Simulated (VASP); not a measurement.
# GaN (Fm-3m) in VASP: a series of runs

The runs below take GaN through dielectric tensor, with PBE.

Everything below comes from runs of VASP 6.6.1. Logs are shortened: lines on timing, memory, paths and dates and some standing lists are left out, and cuts for length are marked.

## Step 1: The structure

Symmetry: Fm-3m, No. 225, cubic system. Conventional cell: a = 4.270 Å, b = 4.270 Å, c = 4.270 Å, α = 90.00°, β = 90.00°, γ = 90.00°. Ga (site symmetry m-3m) is surrounded by 6 N at 2.14 Å. N (site symmetry m-3m) is surrounded by 6 Ga at 2.14 Å.

Measurements of this composition are mostly on another form, of space group No. 186.

## Step 2: Dielectric tensor, PBE

The input, INCAR:

```
SYSTEM = GaN
PREC = Accurate
ENCUT = 650
EDIFF = 1E-8
ISMEAR = 0
SIGMA = 0.01
LREAL = .False.
LASPH = .True.
NELM = 100
ALGO = Normal
ISIF = 2
LWAVE = .False.
LCHARG = .False.
GGA = PE
LEPSILON = .True.
```

The input, KPOINTS:

```
regular mesh
0
Gamma
  7 7 7
  0 0 0
```

The input, POSCAR:

```
GaN
1.0
    0.0000000000      2.1352350000      2.1352350000
    2.1352350000      0.0000000000      2.1352350000
    2.1352350000      2.1352350000      0.0000000000
Ga N
1 1
Direct
    0.0000000000      0.0000000000      0.0000000000
    0.5000000000      0.5000000000      0.5000000000
```

Potentials or basis: VASP PAW PBE potentials, release 64 (Ga_d, N).

The run is started by

```
> cat potpaw_PBE.64/Ga_d/POTCAR potpaw_PBE.64/N/POTCAR > POTCAR
> mpirun -np 1 vasp_std > vasp.out
```

OUTCAR:

```text
SYSTEM = GaN
   PREC = Accurate
   ENCUT = 650
   EDIFF = 1E-8
   ISMEAR = 0
   LREAL = .False.
   LASPH = .True.
   NELM = 100
   ISIF = 2
   GGA = PE
   LEPSILON = .True.

 Found     20 irreducible k-points:

 Following reciprocal coordinates:
            Coordinates               Weight
  0.000000  0.000000  0.000000      1.000000
  0.142857  0.000000  0.000000      8.000000
  0.285714  0.000000  0.000000      8.000000
  0.428571  0.000000  0.000000      8.000000
  0.142857  0.142857  0.000000      6.000000
  0.285714  0.142857  0.000000     24.000000
   k-points           NKPTS =     20   k-points in BZ     NKDIM =     20   number of bands    NBANDS=     13
   number of dos      NEDOS =    301   number of ions     NIONS =      2
   total plane-waves  NPLWV =  21952
   dimension x,y,z NGX =    28 NGY =   28 NGZ =   28
   dimension x,y,z NGXF=    56 NGYF=   56 NGZF=   56
   ions per type =               1   1
   NGX,Y,Z   is equivalent  to a cutoff of  15.42, 15.42, 15.42 a.u.
   NGXF,Y,Z  is equivalent  to a cutoff of  30.83, 30.83, 30.83 a.u.
 SYSTEM =  GaN
   PREC   = accura    normal or accurate (medium, high low for compatibility)
   ISTART =      0    job   : 0-new  1-cont  2-samecut
   ICHARG =      2    charge: 1-file 2-atom 10-const
   ISPIN  =      1    spin polarized calculation?
   LNONCOLLINEAR =      F non collinear calculations
   LSORBIT =      F    spin-orbit coupling
   LASPH  =      T    aspherical Exc in radial PAW
   ENCUT  =  650.0 eV  47.77 Ry    6.91 a.u.   6.28  6.28  6.28*2*pi/ulx,y,z
   NELM   =    100;   NELMIN=  2; NELMDL= -5     # of ELM steps
   EDIFF  = 0.1E-07   stopping-criterion for ELM
   LREAL  =      F    real-space projection
   EDIFFG = 0.1E-06   stopping-criterion for IOM
   NSW    =      0    number of steps for IOM
   IBRION =     -1    ionic relax: 0-MD 1-quasi-New 2-CG
   NFREE  =      0    steps in history (QN), initial steepest desc. (CG)
   ISIF   =      2    stress and relaxation
   ISYM   =      2    0-nonsym 1-usesym 2-fastsym
   POTIM  = 0.5000    time-step for ionic-motion
   TEBEG  =    0.0;   TEEND  =   0.0 temperature during run
   PSTRESS=    0.0 pullay stress
   NELECT =      18.0000    total number of electrons
   NUPDOWN=      -1.0000    fix difference up-down
   EMIN   =  10.00;   EMAX   =-10.00  energy-range for DOS
   EFERMI =   0.00;   METHOD = LEGACY
   ISMEAR =     0;   SIGMA  =   0.01  broadening in eV -4-tet -1-fermi 0-gaus
   EFERMI_NEDOS =   21; number of points for ismear=-14 and -15
   IALGO  =     38    algorithm
   IMIX   =      4    mixing-type and parameters
     AMIX     =   0.40;   BMIX     =  1.00
     AMIX_MAG =   1.60;   BMIX_MAG =  1.00
  volume/ion in A,a.u.               =       9.74        65.70
  Fermi-wavevector in a.u.,A,eV,Ry     =   1.594814  3.013761 34.605481  2.543431
  Thomas-Fermi vector in A             =   2.692830
   LORBIT       =      0    0 simple, 1 ext, 2 COOP (PROOUT), +10 PAW based schemes
   GGA     = PE    functional components
   LHFCALC =     F    Hartree Fock is set to
   AEXX    =    0.0000 exact exchange contribution
   IVDW    =     0    specifies the selected vdW correction
   LEPSILON=     T    determine dielectric tensor
   LRPA    =     F    only Hartree local field effects (RPA)
 non-spin polarized calculation
 Gauss-broadening in eV      SIGMA  =   0.01
  energy-cutoff  :      650.00
  volume of cell :       19.47
 maximum number of plane-waves:       748
 NGX is ok and might be reduce to    28
   NGX = 13   NGY = 13   NGZ = 13

--------------------------------------- Ionic step        1  -------------------------------------------

 number of electron      18.0000003 magnetization

 E-fermi :   7.5920     XC(G=0): -12.9040

 val. band max:        7.4834157036   @ k =  -0.1429   0.1429   0.0000
 cond. band min:       8.2900378236   @ k =   0.4286   0.4286   0.0000
 fundamental gap:      0.8066221200
 Fermi energy:         7.5919855785

 k-point     1 :       0.0000    0.0000    0.0000
  band No.  band energies     occupation
      1      -9.4784      2.00000
      2      -6.4892      2.00000
      3      -6.4892      2.00000
      4      -6.4892      2.00000
      5      -6.4021      2.00000
      6      -6.4021      2.00000
      7       7.0436      2.00000
      8       7.0436      2.00000
      9       7.0436      2.00000
     10       9.4076      0.00000
     11      22.0604      0.00000
     12      22.0604      0.00000
     13      22.0604      0.00000

 k-point     2 :       0.1429    0.0000    0.0000
  band No.  band energies     occupation
      1      -9.0972      2.00000
      2      -6.5021      2.00000
      3      -6.4808      2.00000
      4      -6.4808      2.00000
      5      -6.4150      2.00000
      6      -6.4150      2.00000
      7       4.9907      2.00000
      8       7.0828      2.00000
      9       7.0828      2.00000
     10      11.0184      0.00000
     11      18.6308      0.00000
     12      20.4208      0.00000
     13      20.4208      0.00000

 k-point     3 :       0.2857    0.0000    0.0000
  band No.  band energies     occupation
      1      -8.0506      2.00000
      2      -6.5506      2.00000
      3      -6.5506      2.00000
      4      -6.5285      2.00000
      5      -6.3534      2.00000
      6      -6.3534      2.00000
      7       2.0785      2.00000
      8       7.1997      2.00000
      9       7.1997      2.00000
     10      12.2690      0.00000
     11      16.6616      0.00000
     12      18.0417      0.00000
     13      18.0417      0.00000

 k-point     4 :       0.4286    0.0000    0.0000
  band No.  band energies     occupation
      1      -6.8499      2.00000
      2      -6.6191      2.00000
      3      -6.6191      2.00000
      4      -6.5251      2.00000
      5      -6.2898      2.00000
      6      -6.2898      2.00000
      7      -0.1935      2.00000
      8       7.3281      2.00000
      9       7.3281      2.00000
     10      12.1509      0.00000
     11      16.4967      0.00000
     12      16.6248      0.00000
     13      16.6248      0.00000

 k-point     5 :       0.1429    0.1429    0.0000
  band No.  band energies     occupation
      1      -8.9939      2.00000
      2      -6.5201      2.00000
      3      -6.4641      2.00000
      4      -6.4494      2.00000
      5      -6.4494      2.00000
      6      -6.3830      2.00000
      7       5.2785      2.00000
      8       6.5630      2.00000
      9       6.5630      2.00000
     10      11.5906      0.00000
     11      18.3849      0.00000
     12      19.0092      0.00000
     13      20.6437      0.00000

 k-point     6 :       0.2857    0.1429    0.0000
  band No.  band energies     occupation
      1      -8.2782      2.00000
      2      -6.5468      2.00000
      3      -6.4894      2.00000
      4      -6.4620      2.00000
      5      -6.3347      2.00000
      6      -6.3221      2.00000
      7       3.1172      2.00000
      8       6.2950      2.00000
      9       6.5359      2.00000
     10      12.6754      0.00000
     11      15.9504      0.00000
     12      17.5591      0.00000
     13      19.6385      0.00000

 [... further k-points ...]

  FORCE on cell =-STRESS in cart. coord.  units (eV):
  Direction    XX          YY          ZZ          XY          YZ          ZX
  --------------------------------------------------------------------------------------
  -------------------------------------------------------------------------------------
  Total        0.0113759      0.0113759      0.0113759     -0.0000000      0.0000000      0.0000000
  in kB        0.9361145      0.9361145      0.9361145     -0.0000000      0.0000000      0.0000000
  external PRESSURE =       0.9361145 kB  Pullay stress =       0.0000000 kB

 VOLUME and BASIS-vectors are now :
 -----------------------------------------------------------------------------
  energy-cutoff  :      650.00
  volume of cell :       19.47
      direct lattice vectors                 reciprocal lattice vectors
     0.000000000  2.135235000  2.135235000    -0.234166263  0.234166263  0.234166263
     2.135235000  0.000000000  2.135235000     0.234166263 -0.234166263  0.234166263
     2.135235000  2.135235000  0.000000000     0.234166263  0.234166263 -0.234166263

 POSITION                                       TOTAL-FORCE (eV/Angst)
 -----------------------------------------------------------------------------------
      0.00000      0.00000      0.00000         0.000000      0.000000      0.000000
      2.13524      2.13524      2.13524        -0.000000     -0.000000     -0.000000
 -----------------------------------------------------------------------------------
    total drift:                                0.000000      0.000000      0.000000

  FREE ENERGIE OF THE ION-ELECTRON SYSTEM (eV)
  ---------------------------------------------------
  free  energy   TOTEN  =       -11.2053956112 eV

  energy  without entropy=      -11.2053956112  energy(sigma->0) =      -11.20539561

 HEAD OF MICROSCOPIC STATIC DIELECTRIC TENSOR (INDEPENDENT PARTICLE, excluding Hartree and local field effects)
 ------------------------------------------------------
           9.422522     0.000000     0.000000
          -0.000000     9.422522     0.000000
          -0.000000    -0.000000     9.422522
 ------------------------------------------------------

 Free energy of the ion-electron system (eV)
  ---------------------------------------------------
  ---------------------------------------------------
  free energy    TOTEN  =        -0.47081564 eV

  energy without entropy =       -0.47081564

------------------------ aborting loop because EDIFF is reached ----------------------------------------

--------------------------------------- Ionic step        2  -------------------------------------------

------------------------ aborting loop because EDIFF is reached ----------------------------------------

--------------------------------------- Ionic step        3  -------------------------------------------

 Free energy of the ion-electron system (eV)
  ---------------------------------------------------
  ---------------------------------------------------
  free energy    TOTEN  =        -0.47081551 eV

  energy without entropy =       -0.47081551

------------------------ aborting loop because EDIFF is reached ----------------------------------------

 PIEZOELECTRIC TENSOR FIELD DIRECTION 3  (e Angst)
 -----------------------------------------------------------------------------
     0.00079  0.00000 -0.00000           ( -0.00000  0.00000 -0.00000)
     0.00000  0.00079  0.00000           (  0.00000 -0.00000  0.00000)
     0.00000  0.00000 -0.00155           ( -0.00000  0.00000 -0.00002)

 PIEZOELECTRIC TENSOR FIELD DIRECTION 3  (C/m^2)
 -----------------------------------------------------------------------------
     0.00065  0.00000 -0.00000
     0.00000  0.00065  0.00000
     0.00000  0.00000 -0.00128

 MACROSCOPIC STATIC DIELECTRIC TENSOR (including local field effects in DFT)
 ------------------------------------------------------
           9.233430     0.000000     0.000000
           0.000000     9.233430    -0.000000
           0.000000     0.000000     9.233430
 ------------------------------------------------------

 PIEZOELECTRIC TENSOR (including local field effects)  for field in x, y, z        (e  Angst)
          XX          YY          ZZ          XY          YZ          ZX
  --------------------------------------------------------------------------------
  x     0.00000     0.00000     0.00000     0.00000     0.00000     0.00000
  y     0.00000     0.00000     0.00000     0.00000     0.00000     0.00000
  z     0.00000     0.00000     0.00000     0.00000     0.00000     0.00000

 PIEZOELECTRIC TENSOR (including local field effects)  for field in x, y, z        (C/m^2)
          XX          YY          ZZ          XY          YZ          ZX
  --------------------------------------------------------------------------------
  x     0.00000     0.00000     0.00000     0.00000     0.00000     0.00000
  y     0.00000     0.00000     0.00000     0.00000     0.00000     0.00000
  z     0.00000     0.00000     0.00000     0.00000     0.00000     0.00000

 BORN EFFECTIVE CHARGES (including local field effects) (in |e|, cummulative output)
 ---------------------------------------------------------------------------------
 ion    1
    1     3.67422    -0.00000     0.00000
    2    -0.00000     3.67422    -0.00000
    3     0.00000     0.00000     3.67422
 ion    2
    1    -3.67422     0.00000    -0.00000
    2     0.00000    -3.67422     0.00000
    3    -0.00000     0.00000    -3.67422
```

Run time: 83 s. Hardware: 1 thread of Intel Xeon Platinum 8488C (Sapphire Rapids), shared host; peak memory 0.18 GiB.

These settings aren't checked as converged: the numbers below hold their error.

Results:

- Band gap on the k mesh: 0.81 eV, indirect (least direct gap 2.36 eV)
- Electronic dielectric tensor (diagonal): 9.23
- Born charges (mean of the diagonal): Ga +3.67; N -3.67 e

Caveat: an odd mesh through Γ misses points on the zone boundary, where band edges often lie.

## Step 3: Dielectric tensor, PBE

INCAR, as its differences from that of step 2:

```diff
@@ -2,3 +2,3 @@
 PREC = Accurate
-ENCUT = 650
+ENCUT = 340
 EDIFF = 1E-8
```

The input, KPOINTS:

```
regular mesh
0
Gamma
  10 10 10
  0 0 0
```

POSCAR is that of step 2.

Potentials or basis: VASP PAW PBE potentials, release 64 (Ga_d, N).

The run is started by

```
> cat potpaw_PBE.64/Ga_d/POTCAR potpaw_PBE.64/N/POTCAR > POTCAR
> mpirun -np 1 vasp_std > vasp.out
```

OUTCAR:

```text
SYSTEM = GaN
   PREC = Accurate
   ENCUT = 340
   EDIFF = 1E-8
   ISMEAR = 0
   LREAL = .False.
   LASPH = .True.
   NELM = 100
   ISIF = 2
   GGA = PE
   LEPSILON = .True.

 Found     47 irreducible k-points:

 Following reciprocal coordinates:
            Coordinates               Weight
  0.000000  0.000000  0.000000      1.000000
  0.100000  0.000000  0.000000      8.000000
  0.200000  0.000000  0.000000      8.000000
  0.300000  0.000000  0.000000      8.000000
  0.400000  0.000000  0.000000      8.000000
  0.500000  0.000000  0.000000      4.000000
[... 235 lines left out ...]
 -----------------------------------------------------------------------------
     0.00022  0.00000  0.00000
     0.00000  0.00022 -0.00000
     0.00000 -0.00000 -0.00030

 MACROSCOPIC STATIC DIELECTRIC TENSOR (including local field effects in DFT)
 ------------------------------------------------------
           8.642026    -0.000000    -0.000000
          -0.000000     8.642026    -0.000000
           0.000000     0.000000     8.642026
 ------------------------------------------------------

 PIEZOELECTRIC TENSOR (including local field effects)  for field in x, y, z        (e  Angst)
          XX          YY          ZZ          XY          YZ          ZX
  --------------------------------------------------------------------------------
  x     0.00000     0.00000     0.00000     0.00000     0.00000     0.00000
  y     0.00000     0.00000     0.00000     0.00000     0.00000     0.00000
  z     0.00000     0.00000     0.00000     0.00000     0.00000     0.00000

 PIEZOELECTRIC TENSOR (including local field effects)  for field in x, y, z        (C/m^2)
          XX          YY          ZZ          XY          YZ          ZX
  --------------------------------------------------------------------------------
  x     0.00000     0.00000     0.00000     0.00000     0.00000     0.00000
  y     0.00000     0.00000     0.00000     0.00000     0.00000     0.00000
  z     0.00000     0.00000     0.00000     0.00000     0.00000     0.00000

 BORN EFFECTIVE CHARGES (including local field effects) (in |e|, cummulative output)
 ---------------------------------------------------------------------------------
 ion    1
    1     3.61073     0.00000     0.00000
    2    -0.00000     3.61073     0.00000
    3     0.00000     0.00000     3.61073
 ion    2
    1    -3.61073     0.00000     0.00000
    2     0.00000    -3.61073     0.00000
    3    -0.00000    -0.00000    -3.61073
```

Run time: 60 s. Hardware: 1 thread of Intel Xeon Platinum 8488C (Sapphire Rapids), shared host; peak memory 0.15 GiB.

The run converged, but a check on its numbers failed (symmetry, net force, bounds or a known fault of this set-up), so they aren't taken as properties of the crystal.

Caveat: the cutoff lies under the usual one of these potentials, so the numbers hold a large basis-set error; the gap is small at this level, which inflates the dielectric constant.

(Continued in part 2 of 2.)
